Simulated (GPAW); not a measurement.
Set up this calculation in GPAW 26.7.0, as an ASE script.

```yaml
Task: band structure
Functional: r2SCAN
Potentials_or_basis: GPAW PAW data sets (gpaw-data 1.2.1)
Cutoff: 800 eV
Basis: pw
k_mesh: 6 × 6 × 6
Occupations: fermi-dirac, width 0.05 eV
Spin: no spin polarisation
Maxiter: 150
Band_path: GXMGRX,MR
Band_points: 60
```

The system is BaZrO3.

```
Ba Zr O
1.0
     4.19134    0.00000    0.00000
     0.00000    4.19134    0.00000
     0.00000    0.00000    4.19134
Ba Zr O
1 1 3
Cartesian
  0.0000 0.0000 0.0000
  2.0957 2.0957 2.0957
  2.0957 2.0957 0.0000
  2.0957 0.0000 2.0957
  0.0000 2.0957 2.0957
```

These files were run (other wordings do the same):

run.py

```python
from ase import Atoms
from ase.dft.bandgap import bandgap
from ase.io import write
from ase.units import GPa
from gpaw import GPAW, PW

atoms = Atoms(['Ba', 'Zr', 'O', 'O', 'O'],
              cell=[[4.19134, 0.0, 0.0],
                    [0.0, 4.19134, 0.0],
                    [0.0, 0.0, 4.19134]],
              scaled_positions=[[0.0, 0.0, 0.0],
                                [0.5, 0.5, 0.5],
                                [0.5, 0.5, 0.0],
                                [0.5, 0.0, 0.5],
                                [0.0, 0.5, 0.5]],
              pbc=True)

calc = GPAW(mode=PW(800),
            xc='MGGA_X_R2SCAN+MGGA_C_R2SCAN',
            kpts={'size': (6, 6, 6), 'gamma': True},
            occupations={'name': 'fermi-dirac', 'width': 0.05},
            nbands=36,
            convergence={'density': 1e-05, 'energy': 1e-05},
            maxiter=150,
            txt='gpaw.txt')
atoms.calc = calc
energy = atoms.get_potential_energy()
forces = atoms.get_forces()
stress = atoms.get_stress()
calc.write('gs.gpw')
write('result.traj', atoms)
print(f'Energy: {energy:.6f} eV')
print('Forces (eV/A):')
print(forces.round(4))
print('Stress (GPa):', (stress / GPa).round(3))
print('Fermi level:', round(calc.get_fermi_level(), 4), 'eV')
print(f'Gap: {bandgap(calc)[0]:.4f} eV, direct: {bandgap(calc, direct=True)[0]:.4f} eV')

path = atoms.cell.bandpath('GXMGRX,MR', npoints=60, eps=1e-4)
bs_calc = calc.fixed_density(kpts=path, symmetry='off', nbands=54,
                             convergence={'bands': 'CBM+6.0', 'eigenstates': 1e-6}, txt='bands.txt')
bs = bs_calc.band_structure()
bs.write('bs.json')
print(f'Gap on the path: {bandgap(bs_calc)[0]:.4f} eV')
```

Potentials or basis: GPAW PAW data sets (gpaw-data 1.2.1), pw.

Run with:

```bash
$ OMP_NUM_THREADS=1 python run.py
```

It gave:

```yaml
Pressure: 1.4 GPa
Band_gap_on_the_k_mesh: 3.73 eV, indirect (least direct gap 3.97 eV)
Band_gap_along_the_path: 3.73 eV, indirect (least direct gap 3.97 eV)
```

Caveat: the PAW data sets were made with another functional, which shifts forces and pressure a little; spin-orbit coupling is left out, which moves the levels of the heavy elements.

Run time: 6.5 min on 1 thread of Arm Neoverse V2, on a shared host, peak memory 0.76 GiB.
